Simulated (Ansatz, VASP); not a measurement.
## One calculation of Al2O3, two programs

```
Al O
1.0
     2.40435    1.38815    4.37450
    -2.40435    1.38815    4.37450
     0.00000   -2.77631    4.37450
Al O
4 6
Direct
  0.35215 0.35215 0.35215
  0.14785 0.14785 0.14785
  0.64785 0.64785 0.64785
  0.85215 0.85215 0.85215
  0.55617 0.94383 0.25000
  0.25000 0.55617 0.94383
  0.94383 0.25000 0.55617
  0.44383 0.05617 0.75000
  0.75000 0.44383 0.05617
  0.05617 0.75000 0.44383
```

Alike in both runs: functional PBE; k mesh 6 × 6 × 6; occupations gaussian, width 0.02 eV; no spin polarisation.

Ansatz relaxed the structure, and its values are those at the end. VASP's run is a single point on that final structure, the one shown.

|  | VASP | Ansatz |
| --- | --- | --- |
| version | VASP 6.6.1 | Ansatz 0.2.0 |
| potentials or method | VASP PAW PBE potentials, release 64 (Al, O) | scalar-relativistic, plane waves, PAW |
| plane-wave cutoff (eV) | 520 | 420 |
| valence electrons in the cell | 48 | 48 |

```tsv
	VASP	Ansatz	Ansatz less VASP
gap on the k mesh at the Fermi level (eV)	5.85	5.85	+0.004
least direct gap on the mesh (eV)	5.85	5.85	+0.004
pressure (GPa)	-0.1	0.0	+0.16
```

With one functional, cell and mesh, what is left measures potentials, basis and numerics.

A hybrid or GW would open this gap; PBE tends to underestimate it.
